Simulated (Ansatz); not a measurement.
**CdS: LAPW beside PAW, part 1 of 2**

Aim: solve CdS at one geometry with full-potential LAPW, PAW with frozen cores and all-electron PAW on datasets made for the crystal, and see where they agree.

Method: DFT PBEsol, scalar-relativistic, in Ansatz 0.2.0.

### Step 1. The starting structure

It takes space group F-43m (No. 216, cubic). The conventional cell has a = 5.886 Å, b = 5.886 Å, c = 5.886 Å, α = 90.00°, β = 90.00°, γ = 90.00°. Cd (site symmetry -43m) has 4 S at 2.55 Å as nearest neighbours. S (site symmetry -43m) is surrounded by 4 Cd at 2.55 Å.

Coordinates:

```cif
data_structure
_symmetry_space_group_name_H-M 'F-43m'
_symmetry_Int_Tables_number 216
_cell_length_a 5.8859
_cell_length_b 5.8859
_cell_length_c 5.8859
_cell_angle_alpha 90.000
_cell_angle_beta 90.000
_cell_angle_gamma 90.000
_cell_volume 203.91
loop_
_atom_site_label
_atom_site_type_symbol
_atom_site_symmetry_multiplicity
_atom_site_Wyckoff_symbol
_atom_site_fract_x
_atom_site_fract_y
_atom_site_fract_z
_atom_site_occupancy
Cd1 Cd 4 a 0.00000 0.00000 0.00000 1
S1 S 4 c 0.25000 0.25000 0.25000 1
```

The file gives the conventional cell by its symmetry; the runs use the cell typed in the input.

Structure from a Materials Project entry, not relaxed further.

Atoms are numbered in the order of the input: Cd1, S2.

### Step 2. Full-potential LAPW

input.yaml

```yaml
crystal:
  lattice:
    - [0.0, 2.9429534649, 2.9429534649]
    - [2.9429534649, 0.0, 2.9429534649]
    - [2.9429534649, 2.9429534649, 0.0]
  atoms:
    - { symbol: Cd, position: [0.0, 0.0, 0.0] }
    - { symbol: S, position: [0.75, 0.75, 0.75] }
kpoints:
  mp_grid: { grid: [7, 7, 7] }
  band_path:
    path:
      - [0.0, 0.0, 0.0]
      - [-0.5, -0.5, 0.0]
      - [-0.375, -0.375, 0.25]
      - [-0.375, 0.0, 0.375]
      - [0.0, 0.0, 0.0]
      - [0.0, 0.0, 0.5]
      - [-0.5, -0.25, 0.25]
      - [-0.5, -0.5, 0.0]
    npoints: 14
scf:
  occupations: { method: fermi_dirac, width: 0.02 }
hamiltonian:
  xc: pbesol
  pseudopotentials: { kind: all_electron, lapw: { basis_error: 0.0005 } }
output:
  forces: true
  stress: true
  eigenvalues: true
  populations: true
  dos: { projected: true, de: 0.2, e_range: [-14, 8] }
```

Started as:

```sh
$ ansatz run input.yaml --threads 1 --pin off --max-ram 3072MiB --backend cpu --events-out ev --progress --plain --runs-dir out
```

What it wrote:

```text
Cd: projections on atomic orbitals take those of the free atom 1s2 2s2 2p6 3s2 3p6 3d10 4s2 4p6 4d10 5s2, of charge +0.00 (hamiltonian.pseudopotentials.projection_atoms)
S: projections on atomic orbitals take those of the free atom 1s2 2s2 2p6 3s2 3p4, of charge +0.00 (hamiltonian.pseudopotentials.projection_atoms)
LAPW: plane waves up to 8.284 Å⁻¹, error target 5.0e-4 eV per atom; small_component_spin mean_spin; S in spheres of 1.111 Å, 14 of its electrons in bands, Dirac shells []; Cd in spheres of 1.438 Å, 20 of its electrons in bands, Dirac shells []
Engine: ansatz 0.2.0
Pseudopotentials: kind: all_electron
Pseudopotential: Cd, LAPW, valence charge 20, Koelling and Harmon's equation, gaussian nucleus
Pseudopotential: S, LAPW, valence charge 14, Koelling and Harmon's equation, gaussian nucleus
Functional definition: PBEsol
  exchange = pbesol_x
  correlation = pbesol_c
Crystal: 2 atoms, lattice volume = 50.978 Å³
Basis set: ecut = 261.4430057212111 eV, 531 PW (Γ), exchange–correlation at level 2
Bands: 21, of which v1, the nominal top of the filled ones, is band 17 counted from 1 (16 counted from 0)
Symmetry: 24 space group operations
Space group: F-43m (ITA 216), of the structure as read, at distance tolerance 3.7e-5 Å
k-points: 20 of 343 (time reversal used)
Non-local potential: Cd, projectors of the file, none
Non-local potential: S, projectors of the file, none
Initial density: superposition of atomic densities (chi_scale 0.1, normalization cell, long waves kept (reshape's long-wave potential 0.00 eV rms))
Initial wavefunctions: plane waves of lowest kinetic energy (no species holds an atomic orbital)
Functional: x = pbesol(κ = 0.804, μ = 0.12345679012345678), c = pbesol(β = 0.046)
iter 1 solved again at ethr=3.86e-3 eV; its pass at ethr=1.00e-1 eV (dr2=1.31e0 eV) is discarded
SCF iter   1: F=—  HF=-163012.354550 eV  |F-HF|=—  |Δ(HF+E_count)|=         —  Δρ=3.55e-2  dr2=1.32e0  ethr=3.86e-3  ⟨swp⟩=2.0  Hψ=2864  notcnv=0
preconditioner: auto → none  [insulator: Δε(μ)=1.542 eV  Ē_g=11.732 eV  σ=0.020 eV  W_gap=1.00  n_scr=14 (ndim 8)  ℏωp=22.1 eV  f_vac=0.161  D(μ)=0.00/eV (n_scr^D=0)  ε∞_Penn≈4.5]
iter 2 solved again at ethr=1.69e-4 eV; its pass at ethr=3.86e-3 eV (dr2=5.75e-2 eV) is discarded
SCF iter   2: F=—  HF=-163011.905453 eV  |F-HF|=—  |Δ(HF+E_count)|=   4.49e-1  Δρ=1.14e-2  dr2=5.75e-2  ethr=1.69e-4  ⟨swp⟩=2.0  Hψ=2288  notcnv=0
SCF iter   3: F=—  HF=-163011.843467 eV  |F-HF|=—  |Δ(HF+E_count)|=   6.20e-2  Δρ=5.24e-3  dr2=1.24e-2  ethr=1.69e-4  ⟨swp⟩=3.0  Hψ=1366  notcnv=0
SCF iter   4: F=—  HF=-163011.841177 eV  |F-HF|=—  |Δ(HF+E_count)|=         —  Δρ=1.10e-3  dr2=5.75e-4  ethr=3.63e-5  ⟨swp⟩=2.0  Hψ=1242  notcnv=0
the basis was enlarged: its passes take 129.5 KiB over the memory plan, 1 of 1 planned eigensolver slots
SCF iter   5: F=—  HF=-163011.840677 eV  |F-HF|=—  |Δ(HF+E_count)|=   5.00e-4  Δρ=1.75e-4  dr2=1.03e-5  ethr=1.69e-6  ⟨swp⟩=2.0  Hψ=1162  notcnv=0
SCF iter   6: F=—  HF=-163011.840683 eV  |F-HF|=—  |Δ(HF+E_count)|=   6.10e-6  Δρ=2.95e-5  dr2=3.25e-7  ethr=3.04e-8  ⟨swp⟩=3.0  Hψ=1214  notcnv=0
SCF iter   7: F=-163011.840684 eV  HF=-163011.840684 eV  |F-HF|=3.49e-9  |Δ(HF+E_count)|=   6.38e-7  Δρ=3.29e-6  dr2=4.54e-9  ethr=9.57e-10  ⟨swp⟩=3.0  Hψ=1236  notcnv=0
SCF 1 converged in 7 iterations: F = -163011.840684 eV  dr2 = 4.54e-9
NSCF: frozen V_eff on 99 k-points
SCF converged after 7 iterations
Free energy (F): -163011.840684 eV
Harris-Foulkes:  -163011.840684 eV  (|F-HF|=3.49e-9)
Internal energy: -163011.840684 eV  (E = F + TS)
E sigma→0 (E₀):  -163011.840684 eV
Fermi energy:    7.728644 eV
--- Per-component energies (eV) ---
  E_band       = -1740.740848
  E_kinetic    = 170279.647318
  E_xc         = -4818.371040
  E_electrostatic = -328473.116962  (all electrons and nuclei)
  E_smearing   = -0.000000  (= −TS)
  E_closure    = 0.000000  (closes the sum)
  E_atoms      = -163005.034092  (free atoms, spherical and without spin; not in F)
  Σ components = -163011.840684   (vs F -163011.840684, Δ=0.00e0)
  Basis errors (estimates in eV, not in F): energy 2.2e-4 per atom: plane waves 2.0e-4 (1.2e-4 summed), levels above the bands 1.5e-172, relativity 6.3e-9, radial functions 2.0e-5, core shells 1.8e-7; eigenvalues (radial functions only) 5.9e-7; not estimated: angular momenta, meshes, grids; target (lapw.basis_error) 5.0e-4; muffin-tin radii S 1.111 Å, Cd 1.438 Å
--- Forces (eV/Å), atoms counted from 1 ---
  atom   1  Cd     0.00000000    -0.00000000    -0.00000000
  atom   2  S     -0.00000000     0.00000000     0.00000000
  max |Σ_I F_I| component: 4.63e-17 eV/Å
--- Stress (GPa, compression-positive) ---
       -1.777916       0.000000       0.000000
        0.000000      -1.777916       0.000000
        0.000000       0.000000      -1.777916
  P = ⅓ Tr σ = -1.7779 GPa (-17.779 kbar)
--- Band table (eV; the first three rows and the last of 20) ---
  k-point 0: bands = ["-196.8333", "-141.8898", "-141.8898", "-141.8898", "-93.9017", "-55.0041", "-55.0041", "-55.0041", "-4.9706", "-0.3863", "-0.3863", "-0.3863", "0.0652", "0.0652", "7.2436", "7.2436", "7.2436", "8.1916", "13.6704", "13.6704", "13.6704"]
  k-point 1: bands = ["-196.8333", "-141.8898", "-141.8898", "-141.8898", "-93.9017", "-55.0042", "-55.0041", "-55.0041", "-4.8930", "-0.3592", "-0.3592", "-0.3178", "0.0641", "0.0641", "5.9993", "7.0934", "7.0934", "9.2012", "13.3443", "13.9123", "13.9123"]
  k-point 2: bands = ["-196.8333", "-141.8898", "-141.8898", "-141.8898", "-93.9017", "-55.0045", "-55.0042", "-55.0042", "-4.7173", "-0.3067", "-0.3067", "-0.0681", "0.0732", "0.0732", "4.3763", "6.7824", "6.7824", "9.9661", "13.4999", "14.1981", "14.1981"]
  k-point 19: bands = ["-196.8333", "-141.8898", "-141.8898", "-141.8898", "-93.9017", "-55.0045", "-55.0045", "-55.0043", "-4.4394", "-0.1871", "-0.1420", "0.0170", "0.0821", "0.6327", "3.4059", "4.8371", "5.5222", "12.0402", "12.6721", "14.4457", "15.5293"]
--- Löwdin populations: 2 sites ---
  site symbol       q [e]
     0     Cd     46.7402
     1      S     17.0645
  spilling = 0.003051 (of n_electrons = 64.000000)
```

It took 8.1 s on 1 thread of Intel Xeon 6975P-C (Granite Rapids), shared host; peak memory 0.31 GiB.

This run gives: pressure -1.78 GPa; gap 0.95 eV, direct at Γ.

At the corners of the path (eV, zero at the valence-band top):

| point | band 14 | band 15 | band 16 | band 17 | band 18 | band 19 | band 20 |
| --- | --- | --- | --- | --- | --- | --- | --- |
| Γ | -7.18 | 0.00 | 0.00 | 0.00 | 0.95 | 6.43 | 6.43 |
| X | -6.76 | -3.89 | -1.81 | -1.81 | 3.44 | 4.22 | 8.92 |
| U | -6.64 | -3.86 | -2.46 | -1.47 | 4.11 | 5.29 | 8.26 |
| K | -6.64 | -3.86 | -2.46 | -1.47 | 4.11 | 5.29 | 8.26 |
| Γ | -7.18 | 0.00 | 0.00 | 0.00 | 0.95 | 6.43 | 6.43 |
| L | -6.82 | -4.31 | -0.72 | -0.72 | 2.85 | 6.89 | 6.89 |
| W | -6.59 | -3.83 | -2.19 | -2.13 | 5.25 | 5.30 | 7.04 |
| X | -6.76 | -3.89 | -1.81 | -1.81 | 3.44 | 4.22 | 8.92 |

States per cell, counted by energy window (eV from the valence-band top, on a grid of 0.20 eV):

| from | to | total | Cd 4d | S 3p | Cd 5s |
| --- | --- | --- | --- | --- | --- |
| -10 | -9 | 0.00 | 0.00 | 0.00 | 0.00 |
| -9 | -8 | 0.00 | 0.00 | 0.00 | 0.00 |
| -8 | -7 | 8.58 | 8.23 | 0.29 | 0.03 |
| -7 | -6 | 1.42 | 1.28 | 0.02 | 0.02 |
| -6 | -5 | 0.00 | 0.00 | 0.00 | 0.00 |
| -5 | -4 | 0.09 | 0.00 | 0.07 | 0.02 |
| -4 | -3 | 1.50 | 0.06 | 0.94 | 0.42 |
| -3 | -2 | 0.87 | 0.05 | 0.69 | 0.07 |
| -2 | -1 | 2.28 | 0.12 | 2.01 | 0.04 |
| -1 | 0 | 1.26 | 0.08 | 1.14 | 0.01 |
| 0 | 1 | 0.00 | 0.00 | 0.00 | 0.00 |
| 1 | 2 | 0.02 | 0.00 | 0.00 | 0.01 |
| 2 | 3 | 0.17 | 0.00 | 0.04 | 0.09 |
| 3 | 4 | 0.92 | 0.00 | 0.20 | 0.42 |
| 4 | 5 | 1.21 | 0.00 | 0.24 | 0.40 |

### Step 3. PAW with frozen cores

input.yaml, as its differences from that of step 2:

```diff
@@ -25,3 +25,3 @@
   xc: pbesol
-  pseudopotentials: { kind: all_electron, lapw: { basis_error: 0.0005 } }
+  pseudopotentials: { kind: paw }
 output:
@@ -30,3 +30,9 @@
   eigenvalues: true
+  efg: { contact_densities: true }
   populations: true
+  bader: true
   dos: { projected: true, de: 0.2, e_range: [-14, 8] }
+  write_density: true
+  write_potential: true
+  elf: true
+  volumetric_format: npy
```

Started as:

```sh
$ ansatz run input.yaml --threads 1 --pin off --max-ram 3072MiB --backend cpu --events-out ev --progress --plain --runs-dir out
```

What it wrote:

```text
Cd: output.efg is read without spin–orbit coupling, which moves field gradients at and beside such atoms by some per cent and up to a factor of two; PAW files take it under magnetization.noncollinear and magnetization.spin_orbit
[... 1 set-up line as earlier in the session ...]
Pseudopotentials: kind: paw
Pseudopotential: Cd, paw, valence charge 20, recommended cutoff 420 eV (normal)
Pseudopotential: S, paw, valence charge 6, recommended cutoff 420 eV (normal)
[... 3 set-up lines as earlier in the session ...]
Crystal: 2 atoms, lattice volume = 50.978 Å³
Basis set: ecut = 420 eV, 965 PW (Γ), exchange–correlation on 60×60×60 points (8 copies of the dense FFT grid, shifted against one another)
Bands: 17, of which v1, the nominal top of the filled ones, is band 13 counted from 1 (12 counted from 0)
[... 2 set-up lines as earlier in the session ...]
k-points: 20 of 343 (time reversal used)
Non-local potential: Cd, projectors of the file, l = 0: 3, l = 1: 2, l = 2: 2, l = 3: 1
Non-local potential: S, projectors of the file, l = 0: 2, l = 1: 2, l = 2: 2
PAW form: soft (Blöchl's): semilocal exchange-correlation on the pseudo side does not see the compensation charge
PAW frozen core: Cd, regenerated for the run's functional, and the local potential with it (the file was generated under x = pbe(κ = 0.804, μ = 0.2195149727645171), c = pbe(β = 0.06672455060314922))
PAW frozen core: S, regenerated for the run's functional, and the local potential with it (the file was generated under x = pbe(κ = 0.804, μ = 0.2195149727645171), c = pbe(β = 0.06672455060314922))
PAW one-centre angular grid: Cd, 590 points (default); XC on 64 Gauss nodes
PAW one-centre angular grid: S, 110 points (default); XC on 64 Gauss nodes
Initial density: superposition of atomic densities (neutral atoms: chi_scale 0, normalization atom), corrected by the library's trained network
Initial wavefunctions: pseudopotential atomic-orbital guess
[... 1 set-up line as earlier in the session ...]
SCF iter   1: F=—  HF=-9070.218867 eV  |F-HF|=—  |Δ(HF+E_count)|=         —  Δρ=5.25e-3  dr2=1.94e-2  ethr=1.77e-3  ⟨swp⟩=5.8  Hψ=1732  notcnv=0
preconditioner: auto → none  [insulator: Δε(μ)=0.877 eV  Ē_g=12.110 eV  σ=0.020 eV  W_gap=1.00  n_scr=14 (ndim 8)  ℏωp=22.1 eV  f_vac=0.137  D(μ)=0.00/eV (n_scr^D=0)  ε∞_Penn≈4.3]
SCF iter   2: F=—  HF=-9070.213328 eV  |F-HF|=—  |Δ(HF+E_count)|=   5.54e-3  Δρ=1.10e-3  dr2=3.97e-4  ethr=7.47e-5  ⟨swp⟩=2.6  Hψ=762  notcnv=0
SCF iter   3: F=—  HF=-9070.213283 eV  |F-HF|=—  |Δ(HF+E_count)|=   4.52e-5  Δρ=4.98e-4  dr2=6.71e-5  ethr=1.53e-6  ⟨swp⟩=2.0  Hψ=520  notcnv=0
SCF iter   4: F=—  HF=-9070.213262 eV  |F-HF|=—  |Δ(HF+E_count)|=   2.03e-5  Δρ=2.32e-4  dr2=2.28e-5  ethr=2.58e-7  ⟨swp⟩=2.0  Hψ=500  notcnv=0
SCF iter   5: F=—  HF=-9070.213259 eV  |F-HF|=—  |Δ(HF+E_count)|=   3.37e-6  Δρ=1.89e-5  dr2=1.35e-7  ethr=8.79e-8  ⟨swp⟩=2.3  Hψ=543  notcnv=0
SCF iter   6: F=-9070.213259 eV  HF=-9070.213259 eV  |F-HF|=8.35e-9  |Δ(HF+E_count)|=   1.51e-7  Δρ=4.83e-6  dr2=7.02e-9  ethr=3.85e-10  ⟨swp⟩=8.9  Hψ=2217  notcnv=0
SCF 1 converged in 6 iterations: F = -9070.213259 eV  dr2 = 7.02e-9
NSCF: frozen V_eff on 99 k-points
SCF converged after 6 iterations
Free energy (F): -9070.213259 eV
Harris-Foulkes:  -9070.213259 eV  (|F-HF|=8.35e-9)
Internal energy: -9070.213259 eV  (E = F + TS)
E sigma→0 (E₀):  -9070.213259 eV
Fermi energy:    6.912049 eV
--- Per-component energies (eV) ---
  E_band       = -516.935407
  E_kinetic    = 610.542031
  E_local      = -4053.082226  (includes V_loc(G=0)·N_el)
  E_nonlocal   = 65.458852
  E_hartree    = 1856.288625
  E_xc         = -270.844199
  E_vxc        = -307.433194  (∫ρ·V_xc dr)
  E_paw        = -4598.313361  (= ΣΔE_a)
  E_vpaw       = -545.003008  (= ΣTr[D̂ρ^β])
  E_aug_tail   = 0.000015  (compensation charges beyond the density's cutoff)
  E_ewald      = -2680.666906
  E_core_change = 0.403909  (= ΣΔE_core)
  E_smearing   = -0.000000  (= −TS)
  E_closure    = 0.000000  (closes the sum)
  Σ components = -9070.213259   (vs F -9070.213259, Δ=0.00e0)
--- Forces (eV/Å), atoms counted from 1 ---
  atom   1  Cd    -0.00000000     0.00000000    -0.00000000
  atom   2  S      0.00000000    -0.00000000    -0.00000000
  max |Σ_I F_I| component: 5.55e-17 eV/Å
--- Stress (GPa, compression-positive) ---
       -1.801542      -0.000000      -0.000000
       -0.000000      -1.801542       0.000000
       -0.000000       0.000000      -1.801542
  P = ⅓ Tr σ = -1.8015 GPa (-18.015 kbar)
--- PAW observables at the nuclei: V_zz in 10²¹ V/m², potentials from the cell's mean, atoms counted from 1 ---
  atom   1  Cd V_zz =    +0.000000   η = 0.0000   by run symmetry: forbidden
            electrostatic potential = -7703.576950 V   contact ρ = 1034373.950308 e/Å³
  atom   2  S  V_zz =    -0.000000   η = 0.0000   by run symmetry: forbidden
            electrostatic potential = -1632.987713 V   contact ρ = 19699.891892 e/Å³
--- Band table (eV; the first three rows and the last of 20) ---
  k-point 0: bands = ["-94.7177", "-55.8192", "-55.8192", "-55.8192", "-5.7875", "-1.2007", "-1.2007", "-1.2007", "-0.7489", "-0.7489", "6.4274", "6.4274", "6.4274", "7.3747", "12.8532", "12.8532", "12.8532"]
  k-point 1: bands = ["-94.7177", "-55.8193", "-55.8192", "-55.8192", "-5.7099", "-1.1737", "-1.1737", "-1.1323", "-0.7500", "-0.7500", "5.1827", "6.2771", "6.2771", "8.3845", "12.5272", "13.0951", "13.0951"]
  k-point 2: bands = ["-94.7177", "-55.8196", "-55.8193", "-55.8193", "-5.5343", "-1.1211", "-1.1211", "-0.8826", "-0.7409", "-0.7409", "3.5594", "5.9660", "5.9660", "9.1490", "12.6832", "13.3807", "13.3807"]
  k-point 19: bands = ["-94.7177", "-55.8197", "-55.8196", "-55.8194", "-5.2564", "-1.0015", "-0.9563", "-0.7971", "-0.7320", "-0.1815", "2.5887", "4.0202", "4.7055", "11.2230", "11.8551", "13.6287", "14.7124"]
--- Löwdin populations: 2 sites ---
  site symbol       q [e]
     0     Cd     18.7473
     1      S      7.0519
  spilling = 0.007724 (of n_electrons = 26.000000)
--- Bader charges: 2 sites ---
  site symbol  charge [e]  shift [e]
     0     Cd      0.8204     0.0035
     1      S     -0.8204     0.0035
  estimated error of the sums over rays = 2.1e-4 e
```

Run time: 13 s. Hardware: 1 thread of Intel Xeon 6975P-C (Granite Rapids), shared host; peak memory 0.4 GiB.

This run gives: pressure -1.80 GPa; gap 0.95 eV, direct at Γ.

| atom | Bader charge (e) | basin volume (Å³) |
| --- | --- | --- |
| Cd1 | +0.82 | 21.75 |
| S2 | -0.82 | 29.23 |

The fields are shown in the conventional cell of this run's space group, carried over from its grid by interpolation.

Density in a lattice plane of the grid's cell (edges 5.89 and 5.89 Å, at 0.000 of the third edge), which holds Cd.

Values in e/Å³, 12 rows by 12 columns:
```
10.04  3.81  0.37  0.10  0.04  0.02  0.02  0.02  0.04  0.10  0.36  3.82
 0.62  0.37  0.17  0.11  0.07  0.04  0.03  0.04  0.07  0.11  0.17  0.36
 0.10  0.10  0.11  0.12  0.11  0.10  0.10  0.10  0.11  0.12  0.11  0.10
 0.03  0.04  0.07  0.11  0.17  0.37  0.62  0.36  0.17  0.11  0.07  0.04
 0.02  0.02  0.04  0.10  0.37  3.81 10.04  3.82  0.36  0.10  0.04  0.02
 0.01  0.02  0.03  0.10  0.62 10.04 26.56 10.04  0.62  0.10  0.03  0.02
 0.02  0.02  0.04  0.10  0.36  3.82 10.04  3.81  0.37  0.10  0.04  0.02
 0.03  0.04  0.07  0.11  0.17  0.36  0.62  0.37  0.17  0.11  0.07  0.04
 0.10  0.10  0.11  0.12  0.11  0.10  0.10  0.10  0.11  0.12  0.11  0.10
 0.62  0.36  0.17  0.11  0.07  0.04  0.03  0.04  0.07  0.11  0.17  0.37
10.04  3.82  0.36  0.10  0.04  0.02  0.02  0.02  0.04  0.10  0.37  3.81
26.56 10.04  0.62  0.10  0.03  0.02  0.01  0.02  0.03  0.10  0.62 10.04
```
Columns run along the first of these edges and rows up along the second, over one cell in 12 and 12 even steps from the bottom left corner. Atoms in the plane (fractional): Cd at (0.00, 0.00), Cd at (0.50, 0.50).

ELF in the same plane.

Ten even steps from '0' (0.01) to '9' (0.92):
```
875421100000000000112457
554211111000000011111245
332112222100000122221123
111123443210001234432111
111234443211111234443211
001234432111111123443210
000122221123332112222100
000011111245554211111000
000000112457875421100000
000000112468986421100000
000000112457875421100000
000011111245554211111000
000122221123332112222100
001234432111111123443210
111234443211111234443211
111123443210001234432111
332112222100000122221123
554211111000000011111245
875421100000000000112457
986421100000000000112468
```
Columns run along the first of these edges and rows up along the second, over one cell in 24 and 20 even steps from the bottom left corner. Atoms in the plane (fractional): Cd at (0.00, 0.00), Cd at (0.50, 0.50).

Both are smooth fields of the valence electrons: close to the nuclei they are not physical.

The highest ELF values outside the cores: 0.89 in the shell around S, 0.8 Å from S.

(Continued in part 2 of 2.)
